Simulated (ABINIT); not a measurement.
# TiAl3 (I4/mmm) in ABINIT: equation of state

How stiff is TiAl3 in PBEsol, and what volume does it want? The cell is scaled to several volumes.

Program: ABINIT 10.8.3 (patched build). These are calculated values, not measurements. Logs are shortened: lines on timing, memory, paths and dates and some standing lists are left out, and cuts for length are marked. The log counts tension as positive stress, the text compression.

## Step 1: Starting point

The structure is tetragonal, space group I4/mmm (No. 139). Conventional cell: a = 3.822 Å, b = 3.822 Å, c = 8.561 Å, α = 90.00°, β = 90.00°, γ = 90.00°. Around Ti (site symmetry 4/mmm) lie 12 Al at 2.70 to 2.87 Å. Around Al (site symmetry -4m2) lie 8 Al at 2.70 to 2.87 Å and 4 Ti at 2.87 Å. Al (site symmetry 4/mmm) is surrounded by 4 Ti at 2.70 Å and 8 Al at 2.87 Å.

The cell comes from a database or a generator and needn't be the stable form of this composition.

## Step 2: Equation of state, PBEsol

run.abi reads:

```
ndtset 7
getwfk -1
scalecart1 3*0.9795861087
scalecart2 3*0.9864848297
scalecart3 3*0.9932883884
scalecart4 3*1.0000000000
scalecart5 3*1.0066227096
scalecart6 3*1.0131594038
scalecart7 3*1.0196128224

pp_dirpath "./"
pseudos "Ti.upf, Al.upf"

acell 3*1.0 Angstrom
rprim
    -1.9111067713     1.9111067713     4.2806687947
     1.9111067713    -1.9111067713     4.2806687947
     1.9111067713     1.9111067713    -4.2806687947
ntypat 2
znucl 22 13
natom 4
typat 1 2 2 2
xred
     0.0000000000     0.0000000000     0.0000000000
     0.2500000000     0.7500000000     0.5000000000
     0.7500000000     0.2500000000     0.5000000000
     0.5000000000     0.5000000000     0.0000000000

ecut 42.0

kptopt 1
ngkpt 10 10 10
nshiftk 1
shiftk 0.0 0.0 0.0

ixc -116133

nband 15
occopt 3
tsmear 0.05 eV

nstep 100
tolvrs 1.0e-10

iomode 3
prtwf 1
prtden 0
prteig 0
prtebands 0
enunit 1
```

Potentials or basis: PseudoDojo NC SR PBEsol v0.4.1 standard.

The run is started by

```
abinit run.abi > log 2>&1
```

run.abo:

```text
.Version 10.8.3 of ABINIT
 DATASET    1 : space group I4/m m m (#139); Bravais tI (body-center tetrag.)
================================================================================
 Values of the parameters that define the memory need for DATASET  1.
     intxc =       0    ionmov =       0      iscf =       7    lmnmax =       6
     lnmax =       6     mgfft =      60  mpssoang =       3    mqgrid =    3001
     natom =       4  nloc_mem =       1    nspden =       1   nspinor =       1
    nsppol =       1      nsym =      16    n1xccc =    2501    ntypat =       2
    occopt =       3   xclevel =       2
       mpw =        5187          nfft =      216000          nkpt =         102
================================================================================
================================================================================
[... 61 lines left out ...]
 DATASET    7 : space group I4/m m m (#139); Bravais tI (body-center tetrag.)
================================================================================
 Values of the parameters that define the memory need for DATASET  7.
     intxc =       0    ionmov =       0      iscf =       7    lmnmax =       6
     lnmax =       6     mgfft =      60  mpssoang =       3    mqgrid =    3001
     natom =       4  nloc_mem =       1    nspden =       1   nspinor =       1
    nsppol =       1      nsym =      16    n1xccc =    2501    ntypat =       2
    occopt =       3   xclevel =       2
       mpw =        5839          nfft =      216000          nkpt =         102
================================================================================
================================================================================

--------------------------------------------------------------------------------
------------- Echo of variables that govern the present computation ------------
--------------------------------------------------------------------------------
 -outvars: echo values of preprocessed input variables --------
            acell      1.8897261259E+00  1.8897261259E+00  1.8897261259E+00 Bohr
              amu      4.78800000E+01  2.69815390E+01
             ecut      4.20000000E+01 Hartree
           enunit           1
           getwfk          -1
                       outvar_i_n : Printing only first  50 k-points.
              ixc     -116133
           jdtset        1    2    3    4    5    6    7
                       outvar_i_n : Printing only first  50 k-points.
         kptrlatt       10    0    0      0   10    0      0    0   10
          kptrlen1     7.07548854E+01
          kptrlen2     7.12531757E+01
          kptrlen3     7.17445924E+01
          kptrlen4     7.22293679E+01
          kptrlen5     7.27077220E+01
          kptrlen6     7.31798633E+01
          kptrlen7     7.36459897E+01
            natom           4
            nband          15
           ndtset           7
            ngfft          60      60      60
             nkpt         102
            nstep         100
             nsym          16
           ntypat           2
                       prtocc : prtvol=0, do not print more k-points.
           occopt           3
           prtden           0
        prtebands           0
           prteig           0
            rprim1    -1.8720936454E+00  1.8720936454E+00  4.1932836872E+00
                       1.8720936454E+00 -1.8720936454E+00  4.1932836872E+00
                       1.8720936454E+00  1.8720936454E+00 -4.1932836872E+00
            rprim2    -1.8852778378E+00  1.8852778378E+00  4.2228148269E+00
                       1.8852778378E+00 -1.8852778378E+00  4.2228148269E+00
                       1.8852778378E+00  1.8852778378E+00 -4.2228148269E+00
            rprim3    -1.8982801649E+00  1.8982801649E+00  4.2519386084E+00
                       1.8982801649E+00 -1.8982801649E+00  4.2519386084E+00
                       1.8982801649E+00  1.8982801649E+00 -4.2519386084E+00
            rprim4    -1.9111067713E+00  1.9111067713E+00  4.2806687947E+00
                       1.9111067713E+00 -1.9111067713E+00  4.2806687947E+00
                       1.9111067713E+00  1.9111067713E+00 -4.2806687947E+00
            rprim5    -1.9237634765E+00  1.9237634765E+00  4.3090184210E+00
                       1.9237634765E+00 -1.9237634765E+00  4.3090184210E+00
                       1.9237634765E+00  1.9237634765E+00 -4.3090184210E+00
            rprim6    -1.9362557970E+00  1.9362557970E+00  4.3369998439E+00
                       1.9362557970E+00 -1.9362557970E+00  4.3369998439E+00
                       1.9362557970E+00  1.9362557970E+00 -4.3369998439E+00
            rprim7    -1.9485889690E+00  1.9485889690E+00  4.3646247915E+00
                       1.9485889690E+00 -1.9485889690E+00  4.3646247915E+00
                       1.9485889690E+00  1.9485889690E+00 -4.3646247915E+00
          spgroup         139
           tolvrs      1.00000000E-10
           tsmear      1.83746611E-03 Hartree
            typat      1  2  2  2
                       outvars : Printing only first  50 k-points.
           xangst1     0.0000000000E+00  0.0000000000E+00  0.0000000000E+00
                       1.8720936454E+00  1.1750094465E-16  2.0966418436E+00
                       0.0000000000E+00  1.8720936454E+00  2.0966418436E+00
                      -1.3024725585E-19 -1.3024725585E-19  4.1932836872E+00
           xangst2     0.0000000000E+00  0.0000000000E+00  0.0000000000E+00
                       1.8852778378E+00  1.1750094465E-16  2.1114074135E+00
                       0.0000000000E+00  1.8852778378E+00  2.1114074135E+00
                       2.7006878447E-17  2.7006878447E-17  4.2228148269E+00
           xangst3     0.0000000000E+00  0.0000000000E+00  0.0000000000E+00
                       1.8982801649E+00  3.5250283395E-16  2.1259693042E+00
                       0.0000000000E+00  1.8982801649E+00  2.1259693042E+00
                      -4.9128854709E-18 -4.9128854709E-18  4.2519386084E+00
           xangst4     0.0000000000E+00  0.0000000000E+00  0.0000000000E+00
                       1.9111067713E+00  1.1750094465E-16  2.1403343974E+00
                       1.1750094465E-16  1.9111067713E+00  2.1403343974E+00
                       1.8853422796E-17 -2.6799407804E-17  4.2806687947E+00
           xangst5     0.0000000000E+00  0.0000000000E+00  0.0000000000E+00
[... 24 lines left out ...]
                       3.6114683951E+00  2.2204460493E-16  4.0446458289E+00
                       2.2204460493E-16  3.6114683951E+00  4.0446458289E+00
                       3.5627805620E-17 -5.0643541085E-17  8.0892916577E+00
            xcart5     0.0000000000E+00  0.0000000000E+00  0.0000000000E+00
                       3.6353861015E+00  2.4228474218E-16  4.0714323436E+00
                       2.0240137259E-17  3.6353861015E+00  4.0714323436E+00
                       3.9150742545E-17  7.9631017063E-17  8.1428646872E+00
            xcart6     0.0000000000E+00  0.0000000000E+00  0.0000000000E+00
                       3.6589931660E+00 -3.7859363861E-17  4.0978709565E+00
                      -3.7859363861E-17  3.6589931660E+00  4.0978709565E+00
                      -2.6419058178E-17 -2.6419058178E-17  8.1957419131E+00
            xcart7     0.0000000000E+00  0.0000000000E+00  0.0000000000E+00
                       3.6822994834E+00  0.0000000000E+00  4.1239727492E+00
                       0.0000000000E+00  3.6822994834E+00  4.1239727492E+00
                      -5.1859753366E-18 -5.1859753366E-18  8.2479454983E+00
             xred      0.0000000000E+00  0.0000000000E+00  0.0000000000E+00
                       2.5000000000E-01  7.5000000000E-01  5.0000000000E-01
                       7.5000000000E-01  2.5000000000E-01  5.0000000000E-01
                       5.0000000000E-01  5.0000000000E-01 -6.9573045222E-20
            znucl       22.00000   13.00000

================================================================================

 chkinp: Checking input parameters for consistency, jdtset=   1.

 chkinp: Checking input parameters for consistency, jdtset=   2.
[... 29 lines left out ...]
 getcut: wavevector=  0.0000  0.0000  0.0000  ngfft=  60  60  60
         ecut(hartree)=     42.000   => boxcut(ratio)=   2.19569

--- Pseudopotential description ------------------------------------------------
- pspini: atom type   1  psp file is ./Ti.upf
12 -116133 2 -1 1586                          pspcod,pspxc,lmax,lloc,mmax
     nproj     2     2     2

- pspini: atom type   2  psp file is ./Al.upf
12 -116133 2 -1 1876                          pspcod,pspxc,lmax,lloc,mmax
     nproj     2     2     2

   3.53314088E+02                                ecore*ucvol(ha*bohr**3)
--------------------------------------------------------------------------------

================================================================================

--- !BeginCycle
iteration_state: {dtset: 1, }
solver: {iscf: 7, nstep: 100, nline: 4, wfoptalg: 0, }
tolerances: {tolvrs: 1.00E-10, }
...
[... 1118 lines left out ...]
-Cartesian components of stress tensor (GPa)         [Pressure= -6.2586E+00 GPa]
- sigma(1 1)=  6.33123367E+00  sigma(3 2)=  0.00000000E+00
- sigma(2 2)=  6.33123367E+00  sigma(3 1)=  0.00000000E+00
- sigma(3 3)=  6.11332864E+00  sigma(2 1)=  0.00000000E+00

== END DATASET(S) ==============================================================
================================================================================

 -outvars: echo values of variables after computation  --------
            acell      1.8897261259E+00  1.8897261259E+00  1.8897261259E+00 Bohr
           etotal1    -6.6318377506E+01
           etotal2    -6.6320000755E+01
           etotal3    -6.6320853559E+01
           etotal4    -6.6321010118E+01
           etotal5    -6.6320537562E+01
           etotal6    -6.6319496653E+01
           etotal7    -6.6317942412E+01
            fcart1    -0.0000000000E+00 -0.0000000000E+00 -0.0000000000E+00
                      -0.0000000000E+00 -0.0000000000E+00 -0.0000000000E+00
                      -0.0000000000E+00 -0.0000000000E+00 -0.0000000000E+00
                      -0.0000000000E+00 -0.0000000000E+00 -0.0000000000E+00
            fcart2    -5.5356192726E-32 -5.5356192726E-32 -7.0805755379E-49
                      -5.5356192726E-32 -5.5356192726E-32 -7.0805755379E-49
                       1.6606857818E-31  1.6606857818E-31  2.1241726614E-48
                      -5.5356192726E-32 -5.5356192726E-32 -7.0805755379E-49
            fcart3    -0.0000000000E+00 -0.0000000000E+00 -0.0000000000E+00
                      -0.0000000000E+00 -0.0000000000E+00 -0.0000000000E+00
[... 66 lines left out ...]
                       1.9111067713E+00  1.1750094465E-16  2.1403343974E+00
                       1.1750094465E-16  1.9111067713E+00  2.1403343974E+00
                       1.8853422796E-17 -2.6799407804E-17  4.2806687947E+00
           xangst5     0.0000000000E+00  0.0000000000E+00  0.0000000000E+00
                       1.9237634765E+00  1.2821156403E-16  2.1545092105E+00
                       1.0710619376E-17  1.9237634765E+00  2.1545092105E+00
                       2.0717680731E-17  4.2138919482E-17  4.3090184210E+00
           xangst6     0.0000000000E+00  0.0000000000E+00  0.0000000000E+00
                       1.9362557970E+00 -2.0034312561E-17  2.1684999220E+00
                      -2.0034312561E-17  1.9362557970E+00  2.1684999220E+00
                      -1.3980363512E-17 -1.3980363512E-17  4.3369998439E+00
           xangst7     0.0000000000E+00  0.0000000000E+00  0.0000000000E+00
                       1.9485889690E+00  0.0000000000E+00  2.1823123958E+00
                       0.0000000000E+00  1.9485889690E+00  2.1823123958E+00
                      -2.7442999626E-18 -2.7442999626E-18  4.3646247915E+00
             xred      0.0000000000E+00  0.0000000000E+00  0.0000000000E+00
                       2.5000000000E-01  7.5000000000E-01  5.0000000000E-01
                       7.5000000000E-01  2.5000000000E-01  5.0000000000E-01
                       5.0000000000E-01  5.0000000000E-01 -6.9573045222E-20
 Calculation completed.
```

Run time: 57 min. Hardware: 1 thread of Arm Neoverse V1, shared host; peak memory 0.29 GiB.

Results:

```yaml
Equilibrium_volume: 15.55 Å³/atom
Bulk_modulus_at_fixed_shape_and_positions: 112 GPa
Pressure_derivative_of_the_bulk_modulus: 4.0
```

Energy against volume, from the lowest point:
```tsv
volume (Å³/atom)	energy (meV/atom)
14.696	17.91
15.009	6.87
15.322	1.07
15.634	0.00
15.947	3.21
16.260	10.30
16.572	20.87
```

Caveat: pressures at fixed basis lie under the slope of the energies; the cell was scaled at fixed shape and fractional positions, which overstates the stiffness of a crystal with free parameters, most of all of layers and chains.
